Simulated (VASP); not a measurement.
# BeTe (F-43m) in VASP: a series of runs

Runs on BeTe. Level: LDA. Tasks: single point, relaxation of cell and atoms.

All numbers are computed with VASP 6.6.1; they aren't measurements. Logs are shortened: lines on timing, memory, paths and dates and some standing lists are left out, and cuts for length are marked.

## (1) Starting point

The structure is cubic, space group F-43m (No. 216). Conventional cell: a = 5.555 Å, b = 5.555 Å, c = 5.555 Å, α = 90.00°, β = 90.00°, γ = 90.00°. Be (site symmetry -43m) has 4 Te at 2.41 Å as nearest neighbours. Around Te (site symmetry -43m) lie 4 Be at 2.41 Å.

The cell was built by a generator and needn't be a form met in nature.

## (2) Single point, LDA

INCAR

```
SYSTEM = BeTe
PREC     = Accurate       ! precision mode
ENCUT    = 520            ! plane-wave cutoff, eV
EDIFF    = 1E-6           ! SCF threshold, eV
ISMEAR   = 1              ! smearing method
SIGMA    = 0.01           ! smearing width, eV
LREAL    = .FALSE.        ! projectors in reciprocal space
LASPH    = .TRUE.         ! aspherical terms in the spheres
NELM     = 100            ! most SCF steps
ALGO     = Normal         ! electronic algorithm
ISIF     = 2              ! what is computed and relaxed
LWAVE    = .FALSE.        ! write WAVECAR
LCHARG   = .TRUE.         ! write CHGCAR
GGA      = CA             ! functional
LELF     = .TRUE.         ! ELF
LVHAR    = .TRUE.       
NBANDS   = 26             ! bands
```

KPOINTS

```
Automatic mesh
0
G
  4 4 4
  0 0 0
```

POSCAR

```
BeTe
1.0
    5.5547687435      0.0000000000      0.0000000000
    0.0000000000      5.5547687435      0.0000000000
    0.0000000000      0.0000000000      5.5547687435
Be Te
4 4
Direct
    0.0000000000      0.0000000000      0.0000000000
    0.0000000000      0.5000000000      0.5000000000
    0.5000000000      0.0000000000      0.5000000000
    0.5000000000      0.5000000000      0.0000000000
    0.2500000000      0.2500000000      0.2500000000
    0.2500000000      0.7500000000      0.7500000000
    0.7500000000      0.2500000000      0.7500000000
    0.7500000000      0.7500000000      0.2500000000
```

Potentials or basis: VASP PAW LDA potentials, release 64 (Be, Te).

Launch:

```
> cat potpaw_LDA.64/Be/POTCAR potpaw_LDA.64/Te/POTCAR > POTCAR
> mpirun -np 1 vasp_std > vasp.out
```

OUTCAR:

```text
SYSTEM = BeTe
   PREC = Accurate
   ENCUT = 520
   EDIFF = 1E-6
   ISMEAR = 1
   LREAL = .FALSE.
   LASPH = .TRUE.
   NELM = 100
   ISIF = 2
   GGA = CA

 ion  position               nearest neighbor table
   1  0.000  0.000  0.000-   5 2.41   6 2.41   7 2.41   8 2.41
   2  0.000  0.500  0.500-   5 2.41   6 2.41   7 2.41   8 2.41
   3  0.500  0.000  0.500-   5 2.41   6 2.41   7 2.41   8 2.41
   4  0.500  0.500  0.000-   5 2.41   6 2.41   7 2.41   8 2.41
   5  0.250  0.250  0.250-   1 2.41   2 2.41   3 2.41   4 2.41
   6  0.250  0.750  0.750-   1 2.41   2 2.41   3 2.41   4 2.41
   7  0.750  0.250  0.750-   1 2.41   2 2.41   3 2.41   4 2.41
   8  0.750  0.750  0.250-   1 2.41   2 2.41   3 2.41   4 2.41

  LATTYP: Found a simple cubic cell.
 ALAT       =     5.5547687435

  Lattice vectors:

 A1 = (   5.5547687435,   0.0000000000,   0.0000000000)
 A2 = (   0.0000000000,   5.5547687435,   0.0000000000)
 A3 = (   0.0000000000,   0.0000000000,   5.5547687435)

Analysis of symmetry for initial positions (statically):
=====================================================================
 Subroutine PRICEL returns following result:

  LATTYP: Found a face centered cubic cell.
 ALAT       =     5.5547687435

  Lattice vectors:

 A1 = (   2.7773843718,  -2.7773843718,   0.0000000000)
 A2 = (   2.7773843718,   0.0000000000,   2.7773843717)
 A3 = (   0.0000000000,  -2.7773843718,   2.7773843718)

   4 primitive cells build up your supercell.

 Routine SETGRP: Setting up the symmetry group for a
 simple cubic supercell.

 Subroutine GETGRP returns: Found 24 space group operations
 (whereof 24 operations were pure point group operations)
 out of a pool of 48 trial point group operations.

The static configuration has the point symmetry T_d .

Analysis of symmetry for dynamics (positions and initial velocities):
=====================================================================
 Subroutine PRICEL returns following result:

  LATTYP: Found a face centered cubic cell.
 ALAT       =     5.5547687435

  Lattice vectors:

 A1 = (   2.7773843718,  -2.7773843718,   0.0000000000)
 A2 = (   2.7773843718,   0.0000000000,   2.7773843717)
 A3 = (   0.0000000000,  -2.7773843718,   2.7773843718)

[... 95 lines left out ...]
   LREAL  =      F    real-space projection
   EDIFFG = 0.1E-04   stopping-criterion for IOM
   NSW    =      0    number of steps for IOM
   IBRION =     -1    ionic relax: 0-MD 1-quasi-New 2-CG
   NFREE  =      0    steps in history (QN), initial steepest desc. (CG)
   ISIF   =      2    stress and relaxation
   ISYM   =      2    0-nonsym 1-usesym 2-fastsym
   POTIM  = 0.5000    time-step for ionic-motion
   TEBEG  =    0.0;   TEEND  =   0.0 temperature during run
   PSTRESS=    0.0 pullay stress
   NELECT =      32.0000    total number of electrons
   NUPDOWN=      -1.0000    fix difference up-down
   EMIN   =  10.00;   EMAX   =-10.00  energy-range for DOS
   EFERMI =   0.00;   METHOD = LEGACY
   ISMEAR =     1;   SIGMA  =   0.01  broadening in eV -4-tet -1-fermi 0-gaus
   EFERMI_NEDOS =   21; number of points for ismear=-14 and -15
   IALGO  =     38    algorithm
   IMIX   =      4    mixing-type and parameters
     AMIX     =   0.40;   BMIX     =  1.00
     AMIX_MAG =   1.60;   BMIX_MAG =  1.00
  volume/ion in A,a.u.               =      21.42       144.58
  Fermi-wavevector in a.u.,A,eV,Ry     =   0.935676  1.768171 11.911760  0.875490
  Thomas-Fermi vector in A             =   2.062608
   LORBIT       =      0    0 simple, 1 ext, 2 COOP (PROOUT), +10 PAW based schemes
   GGA     = CA    functional components
   LHFCALC =     F    Hartree Fock is set to
   AEXX    =    0.0000 exact exchange contribution
   IVDW    =     0    specifies the selected vdW correction
   LEPSILON=     F    determine dielectric tensor
   LRPA    =     F    only Hartree local field effects (RPA)
 non-spin polarized calculation
 Methfessel and Paxton  Order N= 1 SIGMA  =   0.01
  energy-cutoff  :      520.00
  volume of cell :      171.39
 maximum number of plane-waves:      4645
 NGX is ok and might be reduce to    42
   NGX = 21   NGY = 21   NGZ = 21

 number of electron      31.9999998 magnetization

 Free energy of the ion-electron system (eV)
  ---------------------------------------------------
  ext. energy  EPLUGINS =         0.00000000
  ---------------------------------------------------
  free energy    TOTEN  =       -34.90513649 eV

  energy without entropy =      -34.90513649  energy(sigma->0) =      -34.90513649

 E-fermi :   5.4726     XC(G=0):  -9.4308

 val. band max:        5.4173430905   @ k =   0.0000   0.0000   0.0000
 cond. band min:       7.1876271669   @ k =   0.0000   0.0000   0.0000
 fundamental gap:      1.7702840764
 Fermi energy:         5.4726158302

 k-point     1 :       0.0000    0.0000    0.0000
  band No.  band energies     occupation
      1      -7.1792      2.00000
      2      -5.2176      2.00000
      3      -5.2176      2.00000
      4      -5.2176      2.00000
      5       0.1136      2.00000
      6       0.1136      2.00000
[... 279 lines left out ...]
     25       9.9531      0.00000
     26       9.9531      0.00000

------------------------ aborting loop because EDIFF is reached ----------------------------------------

  FORCE on cell =-STRESS in cart. coord.  units (eV):
  Direction    XX          YY          ZZ          XY          YZ          ZX
  --------------------------------------------------------------------------------------
  -------------------------------------------------------------------------------------
  Total        0.2928523      0.2928523      0.2928523      0.0000000      0.0000000     -0.0000000
  in kB        2.7375450      2.7375450      2.7375450      0.0000000      0.0000000     -0.0000000
  external PRESSURE =       2.7375450 kB  Pullay stress =       0.0000000 kB

 VOLUME and BASIS-vectors are now :
 -----------------------------------------------------------------------------
  energy-cutoff  :      520.00
  volume of cell :      171.39
      direct lattice vectors                 reciprocal lattice vectors
     5.554768744  0.000000000  0.000000000     0.180025496  0.000000000  0.000000000
     0.000000000  5.554768744  0.000000000     0.000000000  0.180025496  0.000000000
     0.000000000  0.000000000  5.554768744     0.000000000  0.000000000  0.180025496

 POSITION                                       TOTAL-FORCE (eV/Angst)
 -----------------------------------------------------------------------------------
      0.00000      0.00000      0.00000         0.000000     -0.000000      0.000000
      0.00000      2.77738      2.77738        -0.000000     -0.000000      0.000000
      2.77738      0.00000      2.77738         0.000000     -0.000000     -0.000000
      2.77738      2.77738      0.00000        -0.000000     -0.000000     -0.000000
      1.38869      1.38869      1.38869        -0.000000      0.000000     -0.000000
      1.38869      4.16608      4.16608         0.000000      0.000000     -0.000000
      4.16608      1.38869      4.16608         0.000000      0.000000      0.000000
      4.16608      4.16608      1.38869         0.000000     -0.000000     -0.000000
 -----------------------------------------------------------------------------------
    total drift:                               -0.000000     -0.000000     -0.000000

  FREE ENERGIE OF THE ION-ELECTRON SYSTEM (eV)
  ---------------------------------------------------
  free  energy   TOTEN  =       -34.9051364905 eV

  energy  without entropy=      -34.9051364905  energy(sigma->0) =      -34.90513649
```

Run time: 26 s. Hardware: 1 thread of Intel Xeon Platinum 8488C (Sapphire Rapids), shared host; peak memory 0.22 GiB.

What came out:

* Free energy: -34.9051 eV
* Pressure: 0.3 GPa
* Band gap on the k mesh: 1.77 eV

Levels at points of the mesh, in eV from the valence-band top:
| k point | band 12 | band 13 | band 14 | band 15 | band 16 | band 17 | band 18 | band 19 | band 20 | band 21 |
| --- | --- | --- | --- | --- | --- | --- | --- | --- | --- | --- |
| (0.00, 0.00, 0.00) | -2.80 | -2.80 | 0.00 | 0.00 | 0.00 | 1.77 | 1.77 | 1.77 | 2.59 | 2.59 |
| (0.50, 0.00, 0.00) | -2.97 | -1.79 | -1.79 | -1.79 | -1.79 | 2.49 | 2.49 | 4.35 | 4.35 | 5.21 |
| (0.50, 0.50, 0.00) | -3.35 | -1.28 | -1.28 | -1.28 | -1.28 | 3.71 | 3.71 | 3.71 | 3.71 | 5.53 |
| (0.50, 0.50, 0.50) | -1.20 | -1.20 | -1.20 | -1.20 | -1.20 | 3.17 | 3.17 | 3.17 | 3.17 | 4.54 |

Caveat: spin-orbit coupling is left out, which moves the levels of the heavy elements. A k mesh can miss the band edges.

## (3) Relaxation of cell and atoms, LDA

This run uses another cell than the first one, of 21.25 Å³/atom, 0.992 times its volume.

INCAR

```
SYSTEM = BeTe
ALGO = Normal
EDIFF = 1E-7
EDIFFG = -0.01
ENCUT = 600
GGA = CA
IBRION = 2
ISIF = 8
ISMEAR = 1
LASPH = .TRUE.
LCHARG = .FALSE.
LREAL = .FALSE.
LWAVE = .FALSE.
NELM = 100
NSW = 80
PREC = Accurate
SIGMA = 0.01
```

KPOINTS

```
k-points
0
G
  4 4 4
  0 0 0
```

POSCAR: that of step 2 with these lines changed.

```diff
@@ -2,5 +2,5 @@
 1.0
-    5.5547687435      0.0000000000      0.0000000000
-    0.0000000000      5.5547687435      0.0000000000
-    0.0000000000      0.0000000000      5.5547687435
+    5.5400000000      0.0000000000      0.0000000000
+    0.0000000000      5.5400000000      0.0000000000
+    0.0000000000      0.0000000000      5.5400000000
 Be Te
```

Potentials or basis: VASP PAW LDA potentials, release 64 (Be, Te).

Launch:

```
> cat potpaw_LDA.64/Be/POTCAR potpaw_LDA.64/Te/POTCAR > POTCAR
> mpirun -np 1 vasp_std > vasp.out
```

Wall time 58 s (1 thread of Intel Xeon Platinum 8488C (Sapphire Rapids), shared host); peak memory 0.27 GiB.

Results (log left out):

| Item | Value |
| --- | --- |
| Free energy | -34.9059 eV |
| Relaxed volume | 21.51 Å³/atom |
| Relaxed cell | a = 5.562 Å, b = 5.562 Å, c = 5.562 Å, α = 90.00°, β = 90.00°, γ = 90.00° |
| Space group after relaxing (to 0.05 Å) | F-43m (No. 216) |
| Energy gained by relaxing | 0.6 meV/atom |
| Ionic steps | 3 |
| Pressure after relaxing | 0.0 GPa |
| Band gap on the k mesh | 1.78 eV |

Step by step:
| step | energy change (eV) | largest force (eV/Å) | pressure (GPa) | volume (Å³) |
| --- | --- | --- | --- | --- |
| 1 | 0.0000 | 0.0000 | 0.79 | 170.03 |
| 2 | -0.0048 | 0.0000 | -0.20 | 172.63 |
| 3 | -0.0051 | 0.0000 | 0.00 | 172.11 |

Final structure:
```cif
data_structure
_symmetry_space_group_name_H-M 'P 1'
_symmetry_Int_Tables_number 1
_cell_length_a 5.5625
_cell_length_b 5.5625
_cell_length_c 5.5625
_cell_angle_alpha 90.000
_cell_angle_beta 90.000
_cell_angle_gamma 90.000
_cell_volume 172.11
loop_
_atom_site_label
_atom_site_type_symbol
_atom_site_fract_x
_atom_site_fract_y
_atom_site_fract_z
_atom_site_occupancy
Be1 Be 0.00000 0.00000 0.00000 1
Be2 Be 0.00000 0.50000 0.50000 1
Be3 Be 0.50000 0.00000 0.50000 1
Be4 Be 0.50000 0.50000 0.00000 1
Te1 Te 0.25000 0.25000 0.25000 1
Te2 Te 0.25000 0.75000 0.75000 1
Te3 Te 0.75000 0.25000 0.75000 1
Te4 Te 0.75000 0.75000 0.25000 1
```

Levels at points of the mesh, in eV from the valence-band top:
| k point | band 12 | band 13 | band 14 | band 15 | band 16 | band 17 | band 18 | band 19 | band 20 | band 21 |
| --- | --- | --- | --- | --- | --- | --- | --- | --- | --- | --- |
| (0.00, 0.00, 0.00) | -2.79 | -2.79 | 0.00 | 0.00 | 0.00 | 1.78 | 1.78 | 1.78 | 2.60 | 2.60 |
| (0.50, 0.00, 0.00) | -2.97 | -1.78 | -1.78 | -1.78 | -1.78 | 2.50 | 2.50 | 4.35 | 4.35 | 5.21 |
| (0.50, 0.50, 0.00) | -3.33 | -1.27 | -1.27 | -1.27 | -1.27 | 3.71 | 3.71 | 3.71 | 3.71 | 5.53 |
| (0.50, 0.50, 0.50) | -1.19 | -1.19 | -1.19 | -1.19 | -1.19 | 3.15 | 3.15 | 3.15 | 3.15 | 4.54 |

Caveat: spin-orbit coupling is left out, which moves the levels of the heavy elements.
